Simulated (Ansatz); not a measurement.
Runs of Ansatz 0.2.0 on SiNi. The structure is orthorhombic, space group Pmmn (No. 59). Conventional cell: a = 2.943 Å, b = 3.280 Å, c = 4.677 Å, α = 90.00°, β = 90.00°, γ = 90.00°. Ni (site symmetry mm2) is surrounded by 6 Si at 2.34 to 2.37 Å and 4 Ni at 2.65 Å. Si (site symmetry mm2) is surrounded by 6 Ni at 2.34 to 2.37 Å and 4 Si at 2.65 Å. The cell is a database's computed one.

```tsv
level	cutoff (eV)	gap on the mesh (eV)	pressure (GPa)	moment (μB)	relaxed volume (Å³/atom)	largest force (eV/Å)
PBE	420	none	0.0	0.00	(b)	-
LDA	420	none	0.0	0.00	(a)	-
revPBE	420	none	0.0	0.00	11.88	0.01
r2SCAN	500	none	0.0	0.00	11.32	-
RPBE	420	none	0.0	0.00	11.95	0.01
BLYP	420	none	0.0	0.00	12.47	-
PBEsol	420	none	0.0	0.00	11.31	-
```

Alike in all rows: task relaxation of cell and atoms; potentials or basis Ansatz PAW; spin collinear, ferromagnetic start; cell relaxed; k mesh 9 × 8 × 6; smearing fermi-dirac 0.05 eV.

Fill in the values left out.

(a) 11.04; (b) 11.71.

Caveats: the plane-wave basis is chosen anew once the cell has moved, so the energies of steps on either side of that aren't comparable; the starting moments weren't kept; the PAW data sets come from PBE, with cores solved anew for the run's functional, which leaves a small shift of forces and pressure (some runs); the magnetic or orbital state may not be the lowest (some runs).

A gap of «none» marks a metal or a gap under the smearing width.
